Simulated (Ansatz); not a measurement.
# Stationary points along a deformation path in GaN

Method: Ansatz, DFT PBE, scalar-relativistic, plane waves, PAW. Settings: plane waves to 420 eV, k-mesh 12×12×6 (Γ-centred), Gaussian smearing 0.05 eV. No spin polarisation. Energies are free energies at this smearing, counted from the undisturbed cell; pressure is positive in compression.

Zero of the scan (relaxed at this level):

```
CELL_PARAMETERS angstrom
3.21843 0.00000 0.00000
-1.60921 2.78724 0.00000
0.00000 0.00000 5.24303
ATOMIC_POSITIONS crystal
Ga 0.33333 0.66667 0.99913
Ga 0.66667 0.33333 0.49913
N 0.33333 0.66667 0.37587
N 0.66667 0.33333 0.87587
```

At fixed volume and fractional coordinates, lengths along (0.000, 0.000, 1.000) are scaled against those across it; ρ is that ratio over its starting value. V = 11.758 Å³/atom. Δσ is the stress along the axis less the mean stress across it (compression positive).

| ρ | ΔE (meV/atom) | Δσ (GPa) | space group |
| --- | --- | --- | --- |
| 0.800 | 485.3 | 94.59 | P6_3mc |
| 0.850 | 248.4 | 65.52 | P6_3mc |
| 0.920 | 62.3 | 31.32 | P6_3mc |
| 0.960 | 14.6 | 14.75 | P6_3mc |
| 1.000 | 0.0 | 0.01 | P6_3mc |
| 1.050 | 19.7 | -16.25 | P6_3mc |
| 1.100 | 73.1 | -30.49 | P6_3mc |
| 1.200 | 254.6 | -54.13 | P6_3mc |
| 1.300 | 503.5 | -72.46 | P6_3mc |

**Question.** How does the stress give the slope of the energy, and where is the energy stationary?

**Answer.** Along the path d ln(length) is 2/3 d ln ρ on the axis and −1/3 d ln ρ across it, so dE/d ln ρ = −(2/3) V Δσ: the energy falls with ρ where Δσ is positive. Δσ vanishes or changes sign at ρ = 1.000 (P6_3mc), a minimum at 0.0 meV/atom. Pairs of stationary points between two samples would go unseen, and could change a minimum read from distant neighbours into a maximum.

**Question.** Integrate that slope from ρ = 1 to 0.850 by the trapezoid rule.

**Answer.** With V/N in Å³ and 1 eV/Å³ = 160.2 GPa the slopes at ρ = 1.000, 0.960, 0.920, 0.850 are -1, -722, -1532, -3206 meV/atom per unit of ln ρ. The steps add 14.7 + 48.0 + 187.5 = 250.2 meV/atom, against 248.4 from the energies; the trapezoid rule misses the curvature of the slope within each step.

Forces appear on the atoms along this scan, and letting them relax would lower the energy and soften the response. The gap closes along the scan, which can put kinks into the curve.

Cost: 9 runs of about 0.53 core-minutes in all, on Intel Xeon 6975P-C (Granite Rapids) (shared hosts).